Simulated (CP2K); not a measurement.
Something may be wrong with this CP2K 2026.2 calculation of Mn.

mn_scf.inp

```
&GLOBAL
  PROJECT mn_scf
  RUN_TYPE ENERGY_FORCE
  PRINT_LEVEL LOW
&END GLOBAL
&FORCE_EVAL
  METHOD QS
  STRESS_TENSOR ANALYTICAL
  &DFT
    BASIS_SET_FILE_NAME BASIS_MOLOPT
    POTENTIAL_FILE_NAME GTH_POTENTIALS
    UKS T
    MULTIPLICITY 17
    &MGRID
      CUTOFF 500
      REL_CUTOFF 60
      NGRIDS 4
    &END MGRID
    &QS
      METHOD GPW
      EPS_DEFAULT 1.0E-10
    &END QS
    &KPOINTS
      SCHEME MONKHORST-PACK 9 9 5
      GAMMA_CENTERED T
      SYMMETRY T
      SYMMETRY_BACKEND SPGLIB
    &END KPOINTS
    &SCF
      SCF_GUESS ATOMIC
      EPS_SCF 1.0E-6
      MAX_SCF 50
      ADDED_MOS 26 42
      CHOLESKY OFF
      EPS_EIGVAL 1.0E-7
      &DIAGONALIZATION ON
        ALGORITHM STANDARD
      &END DIAGONALIZATION
      &MIXING ON
        METHOD PULAY_MIXING
        ALPHA 0.4
        BETA 1.5
        NBUFFER 6
      &END MIXING
    &END SCF
    &XC
      &XC_FUNCTIONAL PBE
      &END XC_FUNCTIONAL
    &END XC
    &PRINT
      &KPOINTS ON
      &END KPOINTS
      &MULLIKEN ON
      &END MULLIKEN
      &MO ON
        ENERGIES T
        OCCUPATION_NUMBERS T
        &EACH
          QS_SCF 0
        &END EACH
        ADD_LAST NUMERIC
      &END MO
      &LOWDIN ON
      &END LOWDIN
      &HIRSHFELD ON
        SHAPE_FUNCTION DENSITY
      &END HIRSHFELD
    &END PRINT
  &END DFT
  &SUBSYS
    &CELL
      A 4.9672915410 0.0000000000 0.0000000000
      B -1.2418228853 2.1509003313 0.0000000000
      C 0.0000000000 0.0000000000 4.0261950000
      PERIODIC XYZ
    &END CELL
    &COORD
      Mn  -0.0000000004 1.4339335543 1.0065487500
      Mn  2.4836457701 1.4339335543 1.0065487500
      Mn  1.2418228856 0.7169667770 3.0196462500
      Mn  3.7254686556 0.7169667770 3.0196462500
    &END COORD
    &KIND Mn
      BASIS_SET DZVP-MOLOPT-SR-GTH-q15
      POTENTIAL GTH-PBE-q15
      MAGNETIZATION 4.0
    &END KIND
    &PRINT
      &ATOMIC_COORDINATES ON
      &END ATOMIC_COORDINATES
      &CELL ON
      &END CELL
      &SYMMETRY ON
      &END SYMMETRY
    &END PRINT
  &END SUBSYS
  &PRINT
    &FORCES ON
    &END FORCES
    &STRESS_TENSOR ON
    &END STRESS_TENSOR
  &END PRINT
&END FORCE_EVAL
```

Potentials or basis: GTH_POTENTIALS Mn GTH-PBE-q15; DZVP-MOLOPT-SR-GTH basis.

Command:

```console
$ OMP_NUM_THREADS=1 cp2k.psmp -i mn_scf.inp -o mn_scf.out
```

mn_scf.out:

```text

 CP2K| version string:                                       CP2K version 2026.2
 CP2K| Input file name                                                mn_scf.inp

 GLOBAL| Force Environment number                                              1
 GLOBAL| Basis set file name                                        BASIS_MOLOPT
 GLOBAL| Potential file name                                      GTH_POTENTIALS
 GLOBAL| MM Potential file name                                     MM_POTENTIAL
 GLOBAL| Coordinate file name                                      __STD_INPUT__
 GLOBAL| Method name                                                        CP2K
 GLOBAL| Project name                                                     mn_scf
 GLOBAL| Run type                                                   ENERGY_FORCE
 GLOBAL| FFT library                                                       FFTW3
 GLOBAL| Diagonalization library                                       ScaLAPACK
[... 161 lines left out ...]
     1 NoMix/Diag. 0.40E+00   10.5     0.82865362      -418.6832637678 -4.19E+02
     2 Pulay/Diag. 0.40E+00   12.0     0.01004594      -414.1874730031  4.50E+00
     3 Pulay/Diag. 0.40E+00   12.0     0.00446279      -415.6639005951 -1.48E+00
     4 Pulay/Diag. 0.40E+00   12.0     0.00098595      -416.1573768157 -4.93E-01
     5 Pulay/Diag. 0.40E+00   12.0     0.00107830      -416.2140152401 -5.66E-02
     6 Pulay/Diag. 0.40E+00   12.0     0.00164824      -416.2407439922 -2.67E-02
     7 Pulay/Diag. 0.40E+00   12.1     0.00155964      -416.1394390444  1.01E-01
     8 Pulay/Diag. 0.40E+00   12.0     0.00103117      -416.2008597837 -6.14E-02
     9 Pulay/Diag. 0.40E+00   11.9     0.00103898      -416.2462202295 -4.54E-02
    10 Pulay/Diag. 0.40E+00   11.8     0.00103193      -416.2046712534  4.15E-02
    11 Pulay/Diag. 0.40E+00   11.9     0.00103046      -416.2441539167 -3.95E-02
[... 20 lines left out ...]
    32 Pulay/Diag. 0.40E+00   12.0     0.00103046      -416.1997214300 -5.67E-02
    33 Pulay/Diag. 0.40E+00   12.0     0.00000346      -416.2416749505 -4.20E-02
    34 Pulay/Diag. 0.40E+00   11.9     0.00000564      -416.2417820574 -1.07E-04
    35 Pulay/Diag. 0.40E+00   12.1     0.00159016      -416.2421779768 -3.96E-04
    36 Pulay/Diag. 0.40E+00   12.0     0.00000561      -416.1851698521  5.70E-02
    37 Pulay/Diag. 0.40E+00   12.1     0.00158952      -416.1848218229  3.48E-04
    38 Pulay/Diag. 0.40E+00   12.1     0.00000256      -416.1994879066 -1.47E-02
    39 Pulay/Diag. 0.40E+00   12.2     0.00158956      -416.1992357324  2.52E-04
    40 Pulay/Diag. 0.40E+00   12.2     0.00000235      -416.1423474200  5.69E-02
    41 Pulay/Diag. 0.40E+00   12.1     0.00158966      -416.1423375360  9.88E-06
```

What happened, and what is wrong with the input?

The calculation hadn't finished when its time ran out. The input holds a flaw that was put in on purpose: no smearing, whatever the gap (smearing = fixed; width = left out).
